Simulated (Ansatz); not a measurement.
BP under changes of volume

One of the cells (11.682 Å³/atom); the others are scaled copies at fixed shape and fractional positions:

```
P B
1.0
     0.00000    2.26900    2.26900
     2.26900    0.00000    2.26900
     2.26900    2.26900    0.00000
P B
1 1
Cartesian
  3.4035 3.4035 3.4035
  0.0000 0.0000 0.0000
```

- Program: Ansatz 0.2.0
- Functional: PBE
- Dispersion: D3(BJ)
- Potentials or basis: Ansatz PAW
- Cutoff: 420 eV (not typed: the program's choice for these potentials)
- k mesh: 10 × 10 × 10
- Occupations: fermi-dirac, width 0.05 eV
- Spin: no spin polarisation

```csv
volume (Å³/atom),energy over the lowest point (meV/atom),pressure (GPa),gap on the mesh (eV)
10.981,?,?,?
11.214,2.60,3.6,1.19
11.448,0.00,0.0,1.22
11.682,2.45,-3.3,1.24
11.915,9.52,-6.3,1.27
12.149,20.75,-9.0,1.30
12.383,35.76,-11.5,1.32
```

What does the run at 10.981 Å³/atom give?

Energy over the lowest point 10.80 meV/atom; pressure 7.7 GPa; gap on the mesh 1.16 eV.

Worked out: A Birch-Murnaghan fit of order 3 (a polynomial in V^(-2/3)) to the other rows has its minimum at 11.45 Å³/atom with B0 = V·E''(V) = 171 GPa and B' = 3.9. It gives 10.80 meV/atom at 10.981 Å³/atom, against the run's 10.80, and -dE/dV = 7.7 GPa, against 7.7. A straight line through the other rows of the gap, of slope 1.33 eV per unit of ln V, extrapolates to 1.16 eV, against the run's 1.16.

Energies are extrapolated to zero smearing.

A mesh can miss the band edges.
